**Al₂Pt: a narrow Pt 5d band inside a nearly free sp band**

The table holds state counts, spatial spread and Loewdin orbital shares in five energy windows about the Fermi level of fluorite Al₂Pt, from one plane-wave PAW PBE run without spin polarisation or spin-orbit coupling. The program compares the non-5d count with free electrons, the 5d share with a two-level mixing formula (constant coupling or coupling growing as $k^2$), the Al p/s ratio with a plane-wave expansion, and the spread with $1/\text{spread}=a+bx^2$. Free electrons match four windows within 7% of the calculated non-5d count but exceed it by 38% in the window above the Fermi level. The two couplings bracket the 5d share of the lowest window (0.40 and 0.05 against 0.08), and the plane wave gives the overall rise of p/s but a level 2.5 to 4.5 times too low. The spread model has the right order and misses by up to 0.06.

Ansatz 0.2.0, scalar-relativistic PBE with plane waves and PAW, not spin-polarised; Al₂Pt (Fm-3m), unrelaxed cell, cutoff 420 eV, 10×10×10 k mesh, Gaussian smearing of 0.05 eV. Window edges are measured from the Fermi level and states counted in electrons per cell. The share of the cell filled is a participation ratio; orbital shares are those of Loewdin projections.

## Numerical check

```python
# Table: Al2Pt (Fm-3m), Ansatz 0.2.0, plane-wave PAW PBE, no spin, no spin-orbit: states, spread and
# Loewdin shares in energy windows. Tested: free-electron sp band plus a narrow Pt 5d level.
T = {
    'lo': [-10.21, -6.79, -1.2, -0.25, 0.0],  # eV
    'hi': [-6.79, -3.4, 0.0, 0.25, 1.2],  # eV
    'n': [1.63, 10.22, 1.57, 0.66, 1.17],  # per cell
    'spread': [0.84, 0.29, 0.65, 0.71, 0.76],
    's_Al_3p': [0.35, 0.17, 0.64, 0.71, 0.75],
    's_Al_3s': [0.34, 0.08, 0.1, 0.08, 0.09],
    's_Pt_6s': [0.23, 0.03, 0.03, 0.02, 0.02],
    's_Pt_5d': [0.08, 0.72, 0.22, 0.18, 0.14],
}
import numpy as np
from scipy import constants as C
from scipy.optimize import minimize_scalar as ms
from scipy.special import spherical_jn as jn
lo, hi, n, P, p, s, s6, d = (np.array(T[k], float) for k in
    ["lo", "hi", "n", "spread", "s_Al_3p", "s_Al_3s", "s_Pt_6s", "s_Pt_5d"])
V = 3*17.20      # cell volume in A^3, from the description of the run
nval = 24 - 8    # electrons of the run less Pt 5s2 5p6
ptc = np.array([0.739, 0.891, 0.798, 0.787, 0.772])  # same run: density weight in the Pt cell
h = C.hbar**2/(2*C.m_e)/C.e*1e20
N = lambda E, E0: V*(np.clip(E-E0, 0, None)/h)**1.5/(3*np.pi**2)
E0 = lo[0]; w = hi-lo; nsp = n*(1-d); fe = N(hi, E0)-N(lo, E0); err = fe/nsp-1
print("1. Counts per cell; free electrons from bottom %.2f eV, no fit" % E0)
print("lo(eV) states/eV 5d_count 5d/eV non-d rounding model error%")
for i in range(5):
    print("%6.2f %6.2f %6.2f %6.2f %6.2f %6.2f %6.2f %+5.0f" % (lo[i], n[i]/w[i], n[i]*d[i],
          n[i]*d[i]/w[i], nsp[i], 0.005*(n[i]+1-d[i]), fe[i], 100*err[i]))
e = lambda x: (N(hi, x)-N(lo, x))/nsp-1
b = ms(lambda x: np.sum(e(x)**2), bounds=(-12, -8), method="bounded").x
print("fitted bottom %.2f eV, errors%%:" % b, np.round(100*e(b)))
miss = nval-n[:3].sum(); fm = N(lo[2], E0)-N(hi[1], E0)
print("missing range by count: %.2f e, %.2f per eV; free-electron %.2f e" % (miss, miss/(lo[2]-hi[1]), fm))
print("5d left over there %.2f e (share %.2f); 5d in three filled windows %.2f e" % (miss-fm, 1-fm/miss, (n*d)[:3].sum()))
print("free electrons below Fermi level %.2f; valence count at %+.2f eV: %.2f" % (N(0., E0), hi[4], nval+n[4]))
def avg(f, i):
    E = np.linspace(lo[i], hi[i], 401)[1:]; g = np.sqrt(E-E0)
    return np.sum(f(E)*g)/g.sum()
def share(v, m, i, ed):
    return avg(lambda E: 1/(1+(E-ed)**2/(v*((E-E0)/-E0)**m)**2), i)
ed0 = (lo[1]+hi[1])/2; low = {}
print("2. 5d share, two levels, V fitted to last three rows (rounding 0.005)")
print("table, rows -10.21 -1.20 -0.25 0.00:", d[[0, 2, 3, 4]])
for m, name in ((0, "V constant"), (1, "V as k^2")):
    for ed in (ed0, ed0+0.5):
        v = ms(lambda x: sum((share(x, m, i, ed)-d[i])**2 for i in (2, 3, 4)), bounds=(0.1, 6), method="bounded").x
        pr = np.array([share(v, m, i, ed) for i in (0, 2, 3, 4)])
        low.setdefault(m, pr[0])
        print("%s, level %.2f eV, V(EF) %.2f eV:" % (name, ed, v), np.round(pr, 3))
R = (3*V/3/(4*np.pi))**(1/3); r = np.linspace(0, R, 200)
wl = lambda l: (lambda E: (2*l+1)*np.sum(jn(l, np.outer(np.sqrt((E-E0)/h), r))**2*r**2, axis=1))
ps = np.array([avg(wl(1), i)/avg(wl(0), i) for i in range(5)])
print("3. Al p/s; plane wave in sphere of radius %.2f A" % R)
print("lo(eV) table rounding model table/model Pt6s/Al3s")
for i in range(5):
    q = p[i]/s[i]
    print("%6.2f %6.2f %6.2f %6.2f %6.2f %6.2f" % (lo[i], q, q*0.005*(1/p[i]+1/s[i]), ps[i], q/ps[i], s6[i]/s[i]))
print("rise of p/s, first to last row: table x%.1f, model x%.1f" % (p[4]/s[4]*s[0]/p[0], ps[4]/ps[0]))
bb, aa = np.polyfit(d**2, 1/P, 1); Pm = 1/(aa+bb*d**2)
print("4. 1/spread = a + b x^2, x = 5d share: a %.2f, b %.2f (rounding 0.005)" % (aa, bb))
print("lo(eV) x spread model residual Pt_cell non-d_part_in_Pt_cell")
for i in range(5):
    print("%6.2f %5.2f %5.2f %5.2f %+5.2f %6.3f %5.2f" % (lo[i], d[i], P[i], Pm[i], Pm[i]-P[i],
          ptc[i], (ptc[i]-d[i])/(1-d[i])))
print("last column takes all 5d density to lie in the Pt cell")
print("worst rows: count %.2f eV, spread %.2f eV" % (lo[np.argmax(abs(err))], lo[np.argmax(abs(Pm-P))]))
print("projected against total, row -0.25: %.1f%%" % (100*(0.6273/0.664-1)))  # same run
assert d.argmax() == 1 and d[2] > d[3] > d[4] > d[0]
assert list(np.argsort(d)) == list(np.argsort(-P))
assert np.all(abs(err[:4]) < 0.10) and err[4] > 0.2
assert low[1] < d[0] < low[0]
```

Output:

```
1. Counts per cell; free electrons from bottom -10.21 eV, no fit
lo(eV) states/eV 5d_count 5d/eV non-d rounding model error%
-10.21   0.48   0.13   0.04   1.50   0.01   1.48    -1
 -6.79   3.01   7.36   2.17   2.86   0.05   2.68    -6
 -1.20   1.31   0.35   0.29   1.22   0.01   1.31    +7
 -0.25   1.32   0.12   0.24   0.54   0.01   0.56    +4
  0.00   0.97   0.16   0.14   1.01   0.01   1.39   +38
fitted bottom -10.12 eV, errors%: [-5. -7.  6.  3. 37.]
missing range by count: 2.58 e, 1.17 per eV; free-electron 2.17 e
5d left over there 0.41 e (share 0.16); 5d in three filled windows 7.83 e
free electrons below Fermi level 7.65; valence count at +1.20 eV: 17.17
2. 5d share, two levels, V fitted to last three rows (rounding 0.005)
table, rows -10.21 -1.20 -0.25 0.00: [0.08 0.22 0.18 0.14]
V constant, level -5.09 eV, V(EF) 2.36 eV: [0.401 0.217 0.177 0.147]
V constant, level -4.59 eV, V(EF) 2.12 eV: [0.285 0.221 0.175 0.143]
V as k^2, level -5.09 eV, V(EF) 2.38 eV: [0.048 0.2   0.179 0.164]
V as k^2, level -4.59 eV, V(EF) 2.14 eV: [0.027 0.204 0.179 0.161]
3. Al p/s; plane wave in sphere of radius 1.60 A
lo(eV) table rounding model table/model Pt6s/Al3s
-10.21   1.03   0.03   0.29   3.57   0.68
 -6.79   2.12   0.20   0.84   2.52   0.38
 -1.20   6.40   0.37   1.83   3.49   0.30
 -0.25   8.88   0.62   1.98   4.48   0.25
  0.00   8.33   0.52   2.12   3.92   0.22
rise of p/s, first to last row: table x8.1, model x7.4
4. 1/spread = a + b x^2, x = 5d share: a 1.25, b 4.26 (rounding 0.005)
lo(eV) x spread model residual Pt_cell non-d_part_in_Pt_cell
-10.21  0.08  0.84  0.78 -0.06  0.739  0.72
 -6.79  0.72  0.29  0.29 -0.00  0.891  0.61
 -1.20  0.22  0.65  0.69 +0.04  0.798  0.74
 -0.25  0.18  0.71  0.72 +0.01  0.787  0.74
  0.00  0.14  0.76  0.75 -0.01  0.772  0.73
last column takes all 5d density to lie in the Pt cell
worst rows: count 0.00 eV, spread -10.21 eV
projected against total, row -0.25: -5.5%
```
